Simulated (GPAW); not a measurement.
# MoP (P-6m2) in GPAW: equation of state with LDA

Aim: the equation of state of MoP with LDA.

Program: GPAW 26.7.0. These are calculated values, not measurements. Logs are shortened: lines on timing, memory, paths and dates and some standing lists are left out, and cuts for length are marked. The log counts tension as positive stress, the text compression.

## (1) The structure

The structure is hexagonal, space group P-6m2 (No. 187). The conventional cell has a = 3.223 Å, b = 3.223 Å, c = 3.191 Å, α = 90.00°, β = 90.00°, γ = 120.00°. Around Mo (site symmetry -6m2) lie 6 P at 2.45 Å. Around P (site symmetry -6m2) lie 6 Mo at 2.45 Å.

## (2) Equation of state, LDA

Input file run.py:

```python
from ase import Atoms
from ase.eos import EquationOfState
from ase.io import Trajectory
from ase.units import GPa
from gpaw import GPAW, PW

atoms = Atoms(['Mo', 'P'],
              cell=[[3.223, 0.0, 0.0],
                    [-1.6115, 2.7911998764, 0.0],
                    [0.0, 0.0, 3.191]],
              scaled_positions=[[0.0, 0.0, 0.0],
                                [0.3333333333, 0.6666666667, 0.5]],
              pbc=True)

traj = Trajectory('eos.traj', 'w')
volumes, energies = [], []
for x in [0.94, 0.96, 0.98, 1.0, 1.02, 1.04, 1.06]:
    a = atoms.copy()
    a.set_cell(atoms.cell * x**(1 / 3), scale_atoms=True)
    calc = GPAW(mode=PW(600),
                xc='LDA',
                kpts={'size': (8, 8, 7), 'gamma': True},
                occupations={'name': 'fermi-dirac', 'width': 0.05},
                nbands=20,
                convergence={'density': 1e-05, 'energy': 1e-05},
                maxiter=150,
                txt=f'eos-{x:.2f}.txt')
    a.calc = calc
    energies.append(a.get_potential_energy(force_consistent=True))
    volumes.append(a.get_volume())
    p = -a.get_stress()[:3].mean() / GPa
    calc.write(f'eos-{x:.2f}.gpw')
    traj.write(a)
    print(f'{x:.2f} {volumes[-1]:10.4f} A^3 {energies[-1]:14.6f} eV {p:9.3f} GPa', flush=True)

v0, e0, B = EquationOfState(volumes, energies, eos='birchmurnaghan').fit()
print(f'V0 = {v0:.4f} A^3, E0 = {e0:.6f} eV, B0 = {B / GPa:.2f} GPa')
```

Potentials or basis: the program's PAW data sets (release 1.2.1) made for this functional, pw.

The run is started by

```bash
$ OMP_NUM_THREADS=1 python run.py
```

Output:

```text
__  _  _
 | _ |_)|_||  |
 |__||  | ||/\| - 26.7.0

Input parameters:
  mode=PW(ecut=600.0),
  convergence={'density': 1e-05, 'energy': 1e-05},
  kpts=MonkhorstPack(size=(8, 8, 7), gamma=True),
  maxiter=150,
  nbands=20,
  occupations=Occupations(name='fermi-dirac', width=0.05),
  xc=XC(name='LDA')

Diagonalizing LCAO Hamiltonian
Converting LCAO to pw mode

         P

       Mo

Atoms  # Å, Bohr magnetons
|   | symbol |         x |        y |        z |    initial magnetic moments |
|---|--------|-----------|----------|----------|-----------------------------|
| 0 |     Mo |  0.000000 | 0.000000 | 0.000000 | ( 0.0000,  0.0000,  0.0000) |
| 1 |      P | -0.000000 | 1.822814 | 1.562930 | ( 0.0000,  0.0000,  0.0000) |

Unit cell  # Å
| periodic |         x |        y |        z |  lengths |     angles |
|----------|-----------|----------|----------|----------|------------|
|      yes |  3.157206 | 0.000000 | 0.000000 | 3.157206 |  90.000000 |
|      yes | -1.578603 | 2.734221 | 0.000000 | 3.157206 |  90.000000 |
|      yes |  0.000000 | 0.000000 | 3.125859 | 3.125859 | 120.000000 |

Number of symmetries: 12
Symmetry operations  # r_c * U_cc + t_c -> r_c
|    | kind |            matrix            |
|----|------|------------------------------|
|  0 |  σ   |  1, 1, 0,  0,-1, 0,  0, 0, 1 |
|  1 |  C2  |  1, 1, 0,  0,-1, 0,  0, 0,-1 |
|  2 |  E   |  1, 0, 0,  0, 1, 0,  0, 0, 1 |
|  3 |  σ   |  1, 0, 0,  0, 1, 0,  0, 0,-1 |
|  4 |  C3  |  0, 1, 0, -1,-1, 0,  0, 0, 1 |
|  5 |  S3  |  0, 1, 0, -1,-1, 0,  0, 0,-1 |
|  6 |  σ   |  0,-1, 0, -1, 0, 0,  0, 0, 1 |
|  7 |  C2  |  0,-1, 0, -1, 0, 0,  0, 0,-1 |
|  8 |  σ   | -1, 0, 0,  1, 1, 0,  0, 0, 1 |
|  9 |  C2  | -1, 0, 0,  1, 1, 0,  0, 0,-1 |
| 10 |  C3  | -1,-1, 0,  1, 0, 0,  0, 0, 1 |
| 11 |  S3  | -1,-1, 0,  1, 0, 0,  0, 0,-1 |

BZ-sampling:
  Number of BZ points: 448
  Number of IBZ points: 40

  Monkhorst-Pack size: [8, 8, 7]
  Monkhorst-Pack shift: [0.0625, 0.0625, 0.0]

K-points  # in reciprocal-cell coordinates
|     |                                coordinates |     weight |
|-----|--------------------------------------------|------------|
|   0 | (  0.00000000,   0.00000000,   0.00000000) | 0.00223214 |
|   1 | (  0.00000000,   0.00000000,   0.14285714) | 0.00446429 |
|   2 | (  0.00000000,   0.00000000,   0.28571429) | 0.00446429 |
|   3 | (  0.00000000,   0.00000000,   0.42857143) | 0.00446429 |
|   4 | (  0.12500000,   0.00000000,   0.00000000) | 0.01339286 |
|   5 | (  0.12500000,   0.00000000,   0.14285714) | 0.02678571 |
|   6 | (  0.12500000,   0.00000000,   0.28571429) | 0.02678571 |
|   7 | (  0.12500000,   0.00000000,   0.42857143) | 0.02678571 |
|   8 | (  0.25000000,  -0.12500000,   0.00000000) | 0.01339286 |
|   9 | (  0.25000000,  -0.12500000,   0.14285714) | 0.02678571 |
| ... |                                            |            |
|  39 | (  0.50000000,   0.50000000,   0.42857143) | 0.01339286 |

Plane wave coefficients: 908
Cutoff: 600.0 eV

Spin-components: 1 (collinear spins)
Bands:           20
Projectors:      11
Spin-degeneracy: 2
Datatype:        complex128

Parallelization:
  kpt:    1
  domain: 1
  band:   1

Density:
  Valence electrons: 19.0
  Components: 1
  Grid points: [18 18 18]
  Charge: 0.0  # |e|

Potential:
  Grid points: [18 18 18]

species:
  Mo:
    name:    Molybdenum
    Z:       42.0
    valence: 14
    core:    28
    charge:  0.0  # [|e|]
    compensation charges:
      type: gauss
      rc: 0.38  # [Å]
      lmax: 2
    cutoffs:
      filter: 2.16  # [Å]
      core: 1.42  # [Å]
    projectors
    | kind |    occ | energy [eV] | rcut [Å] |
    |------|--------|-------------|----------|
    |   4s |  2.000 |     -64.384 |    1.238 |
    |   5s |  1.000 |      -4.319 |    1.238 |
    |   4p |  6.000 |     -38.595 |    1.296 |
    |   5p |  0.000 |      -1.161 |    1.296 |
    |   4d |  5.000 |      -3.933 |    1.296 |
    |    d |        |      23.278 |    1.296 |

    Using partial waves for Mo as LCAO basis

  P:
    name:    Phosphorus
    Z:       15.0
    valence: 5
    core:    10
    charge:  0.0  # [|e|]
    compensation charges:
      type: gauss
      rc: 0.30  # [Å]
      lmax: 2
    cutoffs:
      filter: 1.69  # [Å]
      core: 1.81  # [Å]
    projectors
    | kind |    occ | energy [eV] | rcut [Å] |
    |------|--------|-------------|----------|
    |   3s |  2.000 |     -14.015 |    0.953 |
    |   3p |  3.000 |      -5.596 |    0.953 |
    |    s |        |      13.197 |    0.953 |
    |    p |        |      21.615 |    0.953 |
    |    d |        |       0.000 |    0.953 |

    Using partial waves for P as LCAO basis

Reference energy: -119292.418845  # eV

eigensolver:
  PPCG
  Converge bands: occupied
  niter=2

density mixing:
  MSR1-Mixer
  Pratt-step length: 0.05
  Maximum mixing coefficient: 0.75
  Old densities: 10
  SVD Regularization: 0.005
  Good broyden scale: 1.0
  Trust region scale: 1.0
  Backstep threshold: 4.0
  History deletion threshold: 6.0
  Fourier metric: weight=20.0, sigma=0.015

occupation numbers:
  Fermi-Dirac:
    width: 0.0500  # eV

poisson solver:
  ecut: 4800.0  # eV

xc functional:
  name: None

convergence criteria:
- Maximum integral of absolute [dens]ity change: 1e-05 electrons / valence electron
- Maximum [total energy] change in last 3 cyles: 1e-05 eV / valence electron
- Maximum integral of absolute [eigenst]ate change: 4e-08 eV^2 / valence electron
maximum number of iterations: 150

SCF iterations
|iter     | |      energy | eigst |  dens |
|---------|-|-------------|-------|-------|
|iter:   1| |  -21.217879 | +0.56 |       |
|iter:   2| |  -20.906431 | -1.95 | -1.01 |
|iter:   3| |  -20.096520 | -1.34 | -1.07 |
|iter:   4| |  -20.082653 | -2.89 | -1.67 |
|iter:   5| |  -20.080742 | -3.54 | -1.95 |
|iter:   6| |  -20.080704 | -4.85 | -2.63 |
|iter:   7| |  -20.080700c| -6.36 | -3.50 |
|iter:   8| |  -20.080701c| -7.78c| -4.20 |
|iter:   9| |  -20.080701c| -7.79c| -4.98 |
|iter:  10| |  -20.080701c| -8.96c| -5.59c|

Converged in 10 steps
Energy contributions relative to reference atoms: (reference = -119292.418845)

Energy contributions:
  Kinetic:           4.947866
  Coulomb:          -6.294392
  Zero:             -0.318765
  External:          0.000000
  Xc:              -18.412139
  Entropy:          -0.006543
  Spinorbit:         0.000000
  ----------------------------
  Free energy:     -20.083973
  Extrapolated:    -20.080701

dipole moment: (-7.788310, -9.105271, -11.662596)  # |e|*Ang

Fermi level: 13.263
Eigenvalues  # (at kpt = [0.000, 0.000, 0.000])
| band index |      eig [eV] | occ [0-2] |
|------------|---------------|-----------|
|          0 |       -47.846 |     2.000 |
|          1 |       -22.097 |     2.000 |
|          2 |       -21.871 |     2.000 |
|          3 |       -21.871 |     2.000 |
|          4 |        -1.081 |     2.000 |
|          5 |         8.651 |     2.000 |
|          6 |         9.698 |     2.000 |
|          7 |         9.698 |     2.000 |
|          8 |        12.575 |     2.000 |
|          9 |        13.526 |     0.010 |
|         10 |        13.526 |     0.010 |
|         11 |        17.621 |     0.000 |
|         12 |        17.621 |     0.000 |
|         13 |        18.931 |     0.000 |
|         14 |        22.387 |     0.000 |
|         15 |        22.387 |     0.000 |
|         16 |        22.750 |     0.000 |
|        ... |               |           |
|         19 |        32.171 |     0.000 |

No gap
No difference between direct/indirect transitions

Stress tensor  # eV/Ang^3
|         x |         y |         z |
|-----------|-----------|-----------|
| -0.044208 |  0.000000 |  0.000000 |
| -0.000000 | -0.044208 |  0.000000 |
|  0.000000 |  0.000000 | -0.064713 |

# Writing to eos-0.94.gpw (mode='')
```

Wall time 78 s (1 thread of Arm Neoverse V2, shared host); peak memory 0.23 GiB.

What came out:

```
Equilibrium volume                        : 13.92 Å³/atom
Bulk modulus at fixed shape and positions : 250 GPa
Pressure derivative of the bulk modulus   : 4.4
```

Energy against volume, from the lowest point:
```tsv
volume (Å³/atom)	energy (meV/atom)
13.492	9.57
13.779	0.00
14.066	0.17
14.353	9.06
14.640	25.76
14.927	49.43
15.214	79.33
```

Caveat: the cell was scaled at fixed shape and fractional positions, which overstates the stiffness of a crystal with free parameters, most of all of layers and chains.
